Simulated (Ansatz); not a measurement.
# BN: equation of state with PBE

Crystal: BN.

```xyz
2
Lattice="1.2511 0.7223 3.3729 -1.2511 0.7223 3.3729 0.0000 -1.4447 3.3729" Properties=species:S:1:pos:R:3 pbc="T T T"
N     0.0000    0.0000    6.7517
B     0.0000    0.0000    0.0033
```

The cell is a database's computed one.

```yaml
Program: Ansatz 0.2.0
Task: equation of state
Functional: PBE
Potentials_or_basis: all-electron LAPW, scalar-relativistic
Basis_error_allowed: 0.0005 eV/atom
k_mesh: 12 × 12 × 12
Occupations: fermi-dirac, width 0.05 eV
Spin: no spin polarisation
```

- Equilibrium volume: 9.28 Å³/atom
- Bulk modulus at fixed shape and positions: 233 GPa
- Pressure derivative of the bulk modulus: 3.6

Energy against volume, from the lowest point:
```tsv
volume (Å³/atom)	energy (meV/atom)
8.596	41.02
8.779	21.26
8.962	8.21
9.145	1.30
9.328	0.00
9.510	3.82
9.693	12.31
```

All runs of the series together: 7 min on 1 thread of AMD EPYC 7R43 64-Core Processor (Zen 3) (shared host).

Caveat: the cell was scaled at fixed shape and fractional positions, which overstates the stiffness of a crystal with free parameters, most of all of layers and chains.
